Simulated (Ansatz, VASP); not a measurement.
Pd: VASP beside Ansatz

```
Pd
1.0
     0.00000    1.91854    1.91854
     1.91854    0.00000    1.91854
     1.91854    1.91854    0.00000
Pd
1
Direct
  0.00000 0.00000 0.00000
```

Alike in both runs: functional PBEsol; k mesh 24 × 24 × 24; occupations fermi-dirac, width 0.1 eV; no spin polarisation.

Ansatz relaxed the structure, and its values are those at the end. VASP's run is a single point on that final structure, the one shown.

|  | VASP | Ansatz |
| --- | --- | --- |
| version | VASP 6.6.1 | Ansatz 0.2.0 |
| potentials or method | VASP PAW PBE potentials, release 64 (Pd) | PAW with Ansatz's default frozen-core files, scalar-relativistic |
| plane-wave cutoff (eV) | 520 | 420 |
| valence electrons in the cell | 10 | 18 |

|  | VASP | Ansatz | Ansatz less VASP |
| --- | --- | --- | --- |
| pressure (GPa) | 6.6 | 7.0 | +0.38 |

The two sets of potentials don't hold the same shells in valence.

Caveats: the PAW data sets were made with another functional, which shifts forces and pressure a little (VASP).
